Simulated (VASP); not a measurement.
# Te (R-3m) in VASP: further runs

One crystal, Te, is run at these levels: PBEsol; tasks: single point.

All numbers are computed with VASP 6.6.1; they aren't measurements. Logs are shortened: lines on timing, memory, paths and dates and some standing lists are left out, and cuts for length are marked.

## Step 1: Starting point

The structure is trigonal, space group R-3m (No. 166). Conventional cell: a = 4.612 Å, b = 4.612 Å, c = 5.073 Å, α = 90.00°, β = 90.00°, γ = 120.00°. Around Te (site symmetry -3m) lie 6 Te at 3.15 Å.

This isn't the form of Te at room conditions, which is trigonal, of chains.

## Step 2: Single point, PBEsol

Contents of INCAR:

```
PREC = Accurate
ENCUT = 520
EDIFF = 1E-6
ISMEAR = 0
SIGMA = 0.15
LREAL = False
LASPH = True
NELM = 100
ALGO = Normal
ISIF = 2
LWAVE = False
LCHARG = False
GGA = PS
NBANDS = 9
```

Contents of KPOINTS:

```
Automatic mesh
0
Gamma
  15 15 15
```

Contents of POSCAR:

```
Te
1.0
    2.3059043427      1.3313144930      1.6909537039
   -2.3059043427      1.3313144930      1.6909537039
    0.0000000000     -2.6626289859      1.6909537039
Te
1
Direct
    0.5000000000      0.5000000000      0.5000000000
```

Potentials or basis: VASP PAW PBE potentials, release 64 (Te).

Command:

```bash
$ cat potpaw_PBE.64/Te/POTCAR > POTCAR
$ mpirun -np 1 vasp_std > vasp.out
```

OUTCAR:

```text
PREC = Accurate
   ENCUT = 520
   EDIFF = 1E-6
   ISMEAR = 0
   LREAL = False
   LASPH = True
   NELM = 100
   ISIF = 2
   GGA = PS

 ion  position               nearest neighbor table
   1  0.500  0.500  0.500-

  LATTYP: Found a trigonal (rhomboedric) cell.
 ALAT       =     3.1541904739
 COS(alpha) =    -0.0688991668

  Lattice vectors:

 A1 = (   2.3059043427,   1.3313144930,   1.6909537039)
 A2 = (  -2.3059043427,   1.3313144930,   1.6909537039)
 A3 = (   0.0000000000,  -2.6626289859,   1.6909537039)

Analysis of symmetry for initial positions (statically):
=====================================================================
 Subroutine PRICEL returns:
 Original cell was already a primitive cell.

 Routine SETGRP: Setting up the symmetry group for a
 trigonal (rhombohedral) supercell.

 Subroutine GETGRP returns: Found 12 space group operations
 (whereof 12 operations were pure point group operations)
 out of a pool of 12 trial point group operations.

The static configuration has the point symmetry D_3d.

Analysis of symmetry for dynamics (positions and initial velocities):
=====================================================================
 Subroutine PRICEL returns:
 Original cell was already a primitive cell.

 Routine SETGRP: Setting up the symmetry group for a
 trigonal (rhombohedral) supercell.

 Subroutine GETGRP returns: Found 12 space group operations
 (whereof 12 operations were pure point group operations)
 out of a pool of 12 trial point group operations.

The dynamic configuration has the point symmetry D_3d.

 Subroutine INISYM returns: Found 12 space group operations
 (whereof 12 operations are pure point group operations),
 and found     1 'primitive' translations

----------------------------------------------------------------------------------------

                                     Primitive cell

  volume of cell :      31.1462

  direct lattice vectors                    reciprocal lattice vectors
     2.305904343  1.331314493  1.690953704     0.216834667  0.125189553  0.197127415
    -2.305904343  1.331314493  1.690953704    -0.216834667  0.125189553  0.197127415
     0.000000000 -2.662628986  1.690953704     0.000000000 -0.250379107  0.197127415

  length of vectors
     3.154190474  3.154190474  3.154190474     0.318667405  0.318667405  0.318667405

  position of ions in fractional coordinates (direct lattice)
     0.500000000  0.500000000  0.500000000

  ion indices of the primitive-cell ions
   primitive index   ion index
                 1           1

----------------------------------------------------------------------------------------

 KPOINTS: Automatic mesh

Automatic generation of k-mesh.
 Grid dimensions read from file:
 generate k-points for:   15   15   15

 Generating k-lattice:

  Cartesian coordinates                     Fractional coordinates (reciprocal lattice)
     0.014455644  0.008345970  0.013141828     0.066666667 -0.000000000  0.000000000
    -0.014455644  0.008345970  0.013141828    -0.000000000  0.066666667  0.000000000
     0.000000000 -0.016691940  0.013141828     0.000000000  0.000000000  0.066666667

  Length of vectors
     0.021244494  0.021244494  0.021244494

  Shift w.r.t. Gamma in fractional coordinates (k-lattice)
     0.000000000  0.000000000  0.000000000

 Subroutine IBZKPT returns following result:
 ===========================================

 Found    344 irreducible k-points:

 Following reciprocal coordinates:
            Coordinates               Weight
  0.000000  0.000000  0.000000      1.000000
  0.066667 -0.000000 -0.000000      6.000000
  0.133333 -0.000000  0.000000      6.000000
  0.200000  0.000000 -0.000000      6.000000
  0.266667 -0.000000  0.000000      6.000000
  0.333333  0.000000  0.000000      6.000000
[... 16 lines left out ...]
  0.133333  0.133333  0.000000      6.000000
  0.200000  0.133333 -0.000000     12.000000
 [... further k-points ...]
   k-points           NKPTS =    344   k-points in BZ     NKDIM =    344   number of bands    NBANDS=      9
   number of dos      NEDOS =    301   number of ions     NIONS =      1
   total plane-waves  NPLWV =  13824
   dimension x,y,z NGX =    24 NGY =   24 NGZ =   24
   dimension x,y,z NGXF=    48 NGYF=   48 NGZF=   48
   ions per type =               1
   NGX,Y,Z   is equivalent  to a cutoff of  12.65, 12.65, 12.65 a.u.
   NGXF,Y,Z  is equivalent  to a cutoff of  25.30, 25.30, 25.30 a.u.
 SYSTEM =  unknown system
   PREC   = accura    normal or accurate (medium, high low for compatibility)
   ISTART =      0    job   : 0-new  1-cont  2-samecut
   ICHARG =      2    charge: 1-file 2-atom 10-const
   ISPIN  =      1    spin polarized calculation?
   LNONCOLLINEAR =      F non collinear calculations
   LSORBIT =      F    spin-orbit coupling
   LASPH  =      T    aspherical Exc in radial PAW
   ENCUT  =  520.0 eV  38.22 Ry    6.18 a.u.   5.86  5.86  5.86*2*pi/ulx,y,z
   NELM   =    100;   NELMIN=  2; NELMDL= -5     # of ELM steps
   EDIFF  = 0.1E-05   stopping-criterion for ELM
   LREAL  =      F    real-space projection
   EDIFFG = 0.1E-04   stopping-criterion for IOM
   NSW    =      0    number of steps for IOM
   IBRION =     -1    ionic relax: 0-MD 1-quasi-New 2-CG
   NFREE  =      0    steps in history (QN), initial steepest desc. (CG)
   ISIF   =      2    stress and relaxation
   ISYM   =      2    0-nonsym 1-usesym 2-fastsym
   POTIM  = 0.5000    time-step for ionic-motion
   TEBEG  =    0.0;   TEEND  =   0.0 temperature during run
   PSTRESS=    0.0 pullay stress
   NELECT =       6.0000    total number of electrons
   NUPDOWN=      -1.0000    fix difference up-down
   EMIN   =  10.00;   EMAX   =-10.00  energy-range for DOS
   EFERMI =   0.00;   METHOD = LEGACY
   ISMEAR =     0;   SIGMA  =   0.15  broadening in eV -4-tet -1-fermi 0-gaus
   EFERMI_NEDOS =   21; number of points for ismear=-14 and -15
   IALGO  =     38    algorithm
   IMIX   =      4    mixing-type and parameters
     AMIX     =   0.40;   BMIX     =  1.00
     AMIX_MAG =   1.60;   BMIX_MAG =  1.00
  volume/ion in A,a.u.               =      31.15       210.18
  Fermi-wavevector in a.u.,A,eV,Ry     =   0.945490  1.786717 12.162947  0.893951
  Thomas-Fermi vector in A             =   2.073397
   LORBIT       =      0    0 simple, 1 ext, 2 COOP (PROOUT), +10 PAW based schemes
   GGA     = PS    functional components
   LHFCALC =     F    Hartree Fock is set to
   AEXX    =    0.0000 exact exchange contribution
   IVDW    =     0    specifies the selected vdW correction
   LEPSILON=     F    determine dielectric tensor
   LRPA    =     F    only Hartree local field effects (RPA)
 non-spin polarized calculation
 Gauss-broadening in eV      SIGMA  =   0.15
  energy-cutoff  :      520.00
  volume of cell :       31.15
 maximum number of plane-waves:       858
   NGX = 11   NGY = 11   NGZ = 11

 number of electron       5.9999999 magnetization

 Free energy of the ion-electron system (eV)
  ---------------------------------------------------
  ext. energy  EPLUGINS =         0.00000000
  ---------------------------------------------------
  free energy    TOTEN  =        -3.51214823 eV

  energy without entropy =       -3.50692212  energy(sigma->0) =       -3.50953518

 E-fermi :   6.8885     XC(G=0):  -9.6486

 val. band max:        6.8781892135   @ k =  -0.2667   0.4000   0.2000
 cond. band min:       6.9139344622   @ k =  -0.2000   0.1333   0.1333
 fundamental gap:      0.0357452487
 Fermi energy:         6.8884784934

 k-point     1 :       0.0000    0.0000    0.0000
  band No.  band energies     occupation
      1      -7.0421      2.00000
      2       7.9136      0.00000
      3       8.3845      0.00000
      4       8.3845      0.00000
      5      13.0103      0.00000
      6      13.0103      0.00000
      7      13.4971      0.00000
      8      23.7396      0.00000
      9      23.9526      0.00000

 k-point     2 :       0.0667   -0.0000   -0.0000
  band No.  band energies     occupation
      1      -6.9862      2.00000
      2       7.4889      0.00000
      3       8.1840      0.00000
      4       8.4310      0.00000
      5      13.0631      0.00000
      6      13.3213      0.00000
      7      14.0237      0.00000
      8      22.5474      0.00000
      9      22.6467      0.00000

 k-point     3 :       0.1333   -0.0000    0.0000
  band No.  band energies     occupation
      1      -6.8208      2.00000
      2       6.1718      2.00000
      3       8.2668      0.00000
      4       8.5669      0.00000
      5      13.2192      0.00000
      6      13.5615      0.00000
      7      15.6375      0.00000
      8      21.2242      0.00000
      9      21.3298      0.00000

 k-point     4 :       0.2000    0.0000   -0.0000
  band No.  band energies     occupation
      1      -6.5546      2.00000
      2       4.7027      2.00000
      3       8.4687      0.00000
      4       8.7797      0.00000
      5      13.4697      0.00000
      6      13.8773      0.00000
      7      17.5047      0.00000
      8      20.0981      0.00000
      9      20.1387      0.00000
[... 205 lines left out ...]
 k-point    22 :      -0.0667    0.0667    0.0000
  band No.  band energies     occupation
      1      -6.9364      2.00000
      2       7.4709      0.00000
      3       7.8282      0.00000
      4       8.3700      0.00000
      5      13.2175      0.00000
      6      13.7585      0.00000
      7      14.1179      0.00000
      8      21.1692      0.00000
      9      22.5083      0.00000

 k-point    23 :       0.1333    0.1333    0.0000
  band No.  band energies     occupation
      1      -6.5760      2.00000
      2       6.1505      2.00000
      3       6.2907      2.00000
      4       8.6025      0.00000
      5      13.6571      0.00000
      6      15.9535      0.00000
      7      16.1197      0.00000
      8      21.0066      0.00000
      9      21.5148      0.00000

 k-point    24 :       0.2000    0.1333   -0.0000
  band No.  band energies     occupation
      1      -6.2997      2.00000
      2       4.7543      2.00000
      3       6.3948      2.00000
      4       8.8101      0.00000
      5      13.9540      0.00000
      6      16.2874      0.00000
      7      17.8117      0.00000
      8      19.7929      0.00000
      9      20.4825      0.00000

 [... further k-points ...]
[... 5 lines left out ...]
  --------------------------------------------------------------------------------------
  -------------------------------------------------------------------------------------
  Total       -0.0778478     -0.0778478     -0.0207042      0.0000000     -0.0000000      0.0000000
  in kB       -4.0045324     -4.0045324     -1.0650336      0.0000000     -0.0000000      0.0000000
  external PRESSURE =      -3.0246994 kB  Pullay stress =       0.0000000 kB

 VOLUME and BASIS-vectors are now :
 -----------------------------------------------------------------------------
  energy-cutoff  :      520.00
  volume of cell :       31.15
      direct lattice vectors                 reciprocal lattice vectors
     2.305904343  1.331314493  1.690953704     0.216834667  0.125189553  0.197127415
    -2.305904343  1.331314493  1.690953704    -0.216834667  0.125189553  0.197127415
     0.000000000 -2.662628986  1.690953704     0.000000000 -0.250379107  0.197127415

 POSITION                                       TOTAL-FORCE (eV/Angst)
 -----------------------------------------------------------------------------------
      0.00000      0.00000      2.53643         0.000000     -0.000000      0.000000
 -----------------------------------------------------------------------------------
    total drift:                                0.000000      0.000000     -0.000000

  FREE ENERGIE OF THE ION-ELECTRON SYSTEM (eV)
  ---------------------------------------------------
  free  energy   TOTEN  =        -3.5121482323 eV

  energy  without entropy=       -3.5069221198  energy(sigma->0) =       -3.50953518
```

Run time: 26 s. Hardware: 1 thread of Intel Xeon Platinum 8488C (Sapphire Rapids), shared host; peak memory 0.21 GiB.

Results:

```yaml
Free_energy: -3.5121 eV
Pressure: -0.3 GPa
Band_gap_on_the_k_mesh: none (metal or under the smearing width)
```

Stress tensor (GPa, compression positive):
```
-0.40  0.00  0.00
 0.00 -0.40  0.00
 0.00  0.00 -0.11
```

Caveat: the PAW data sets were made with another functional, which shifts forces and pressure a little.

## Step 3: Single point, PBEsol

Contents of INCAR:

```
  ALGO = Fast
  EDIFF = 1E-6
  ENCUT = 520
  GGA = PS
  ISIF = 2
  ISMEAR = 0
  LASPH = True
  LCHARG = True
  LELF = True
  LREAL = False
  LVHAR = True
  LWAVE = False
  NBANDS = 9
  NELM = 100
  PREC = Accurate
  SIGMA = 0.15
```

Contents of KPOINTS:

```
k-points
0
Gamma
  18 18 18
```

POSCAR is that of step 2.

Potentials or basis: VASP PAW PBE potentials, release 64 (Te).

Command:

```bash
$ cat potpaw_PBE.64/Te/POTCAR > POTCAR
$ mpirun -np 1 vasp_std > vasp.out
```

OUTCAR:

```text
EDIFF = 1E-6
   ENCUT = 520
   GGA = PS
   ISIF = 2
   ISMEAR = 0
   LASPH = True
   LREAL = False
   NELM = 100
   PREC = Accurate

 ion  position               nearest neighbor table
   1  0.500  0.500  0.500-

  LATTYP: Found a trigonal (rhomboedric) cell.
 ALAT       =     3.1541904739
 COS(alpha) =    -0.0688991668

  Lattice vectors:

 A1 = (   2.3059043427,   1.3313144930,   1.6909537039)
 A2 = (  -2.3059043427,   1.3313144930,   1.6909537039)
 A3 = (   0.0000000000,  -2.6626289859,   1.6909537039)

Analysis of symmetry for initial positions (statically):
=====================================================================
 Subroutine PRICEL returns:
 Original cell was already a primitive cell.

 Routine SETGRP: Setting up the symmetry group for a
 trigonal (rhombohedral) supercell.

 Subroutine GETGRP returns: Found 12 space group operations
 (whereof 12 operations were pure point group operations)
 out of a pool of 12 trial point group operations.

The static configuration has the point symmetry D_3d.

Analysis of symmetry for dynamics (positions and initial velocities):
=====================================================================
 Subroutine PRICEL returns:
 Original cell was already a primitive cell.

[... 157 lines left out ...]
 val. band max:        6.9357182035   @ k =   0.2222   0.1111   0.0556
 cond. band min:       6.9398010392   @ k =   0.3889   0.2222   0.1667
 fundamental gap:      0.0040828356
 Fermi energy:         6.9382581444

 k-point     1 :       0.0000    0.0000    0.0000
  band No.  band energies     occupation
      1      -7.0430      2.00000
      2       7.9127      0.00000
      3       8.3836      0.00000
      4       8.3836      0.00000
      5      13.0095      0.00000
      6      13.0095      0.00000
      7      13.4964      0.00000
      8      23.7894      0.00000
      9      24.0215      0.00000
[... 265 lines left out ...]
 k-point    24 :      -0.2222    0.0556   -0.0000
  band No.  band energies     occupation
      1      -6.4239      2.00000
      2       4.3276      2.00000
      3       8.3685      0.00000
      4       8.7973      0.00000
      5      13.6952      0.00000
      6      14.1639      0.00000
      7      17.5887      0.00000
      8      18.9641      0.00000
      9      19.8434      0.00000

 [... further k-points ...]
[... 5 lines left out ...]
  --------------------------------------------------------------------------------------
  -------------------------------------------------------------------------------------
  Total       -0.0621882     -0.0621882     -0.0145931      0.0000000     -0.0000000      0.0000000
  in kB       -3.1989946     -3.1989946     -0.7506768      0.0000000     -0.0000000      0.0000000
  external PRESSURE =      -2.3828887 kB  Pullay stress =       0.0000000 kB

 VOLUME and BASIS-vectors are now :
 -----------------------------------------------------------------------------
  energy-cutoff  :      520.00
  volume of cell :       31.15
      direct lattice vectors                 reciprocal lattice vectors
     2.305904343  1.331314493  1.690953704     0.216834667  0.125189553  0.197127415
    -2.305904343  1.331314493  1.690953704    -0.216834667  0.125189553  0.197127415
     0.000000000 -2.662628986  1.690953704     0.000000000 -0.250379107  0.197127415

 POSITION                                       TOTAL-FORCE (eV/Angst)
 -----------------------------------------------------------------------------------
      0.00000      0.00000      2.53643         0.000000      0.000000      0.000000
 -----------------------------------------------------------------------------------
    total drift:                                0.000000      0.000000     -0.000000

  FREE ENERGIE OF THE ION-ELECTRON SYSTEM (eV)
  ---------------------------------------------------
  free  energy   TOTEN  =        -3.5028274279 eV

  energy  without entropy=       -3.4955742590  energy(sigma->0) =       -3.49920084
```

OSZICAR:

```text
N       E                     dE             d eps       ncg     rms          rms(c)
DAV:   1     0.169908857453E+02    0.16991E+02   -0.25409E+03 10448   0.535E+02
DAV:   2    -0.294764196449E+01   -0.19939E+02   -0.19155E+02 13672   0.733E+01
DAV:   3    -0.349809201711E+01   -0.55045E+00   -0.54726E+00 12754   0.150E+01
DAV:   4    -0.350242130022E+01   -0.43293E-02   -0.43290E-02 14526   0.151E+00
DAV:   5    -0.350246228129E+01   -0.40981E-04   -0.40982E-04 13295   0.114E-01    0.819E+00
RMM:   6    -0.350266235802E+01   -0.20008E-03   -0.38948E-04 10888   0.143E-01    0.499E+00
RMM:   7    -0.350281800054E+01   -0.15564E-03   -0.10903E-03 11510   0.239E-01    0.813E-02
RMM:   8    -0.350282589554E+01   -0.78950E-05   -0.72041E-05 12394   0.672E-02    0.400E-02
RMM:   9    -0.350282740402E+01   -0.15085E-05   -0.15547E-05 12451   0.316E-02    0.417E-03
RMM:  10    -0.350282742786E+01   -0.23835E-07   -0.23263E-06 12060   0.125E-02
   1 F= -.35028274E+01 E0= -.34992008E+01  d E =-.725317E-02
```

Wall time 42 s (1 thread of Intel Xeon Platinum 8488C (Sapphire Rapids), shared host); peak memory 0.26 GiB.

What came out:

- Free energy: -3.5028 eV
- Pressure: -0.2 GPa
- Band gap on the k mesh: none (metal or under the smearing width)

Stress tensor (GPa, compression positive):
```
-0.32  0.00  0.00
 0.00 -0.32  0.00
 0.00  0.00 -0.08
```

Caveat: the PAW data sets were made with another functional, which shifts forces and pressure a little.
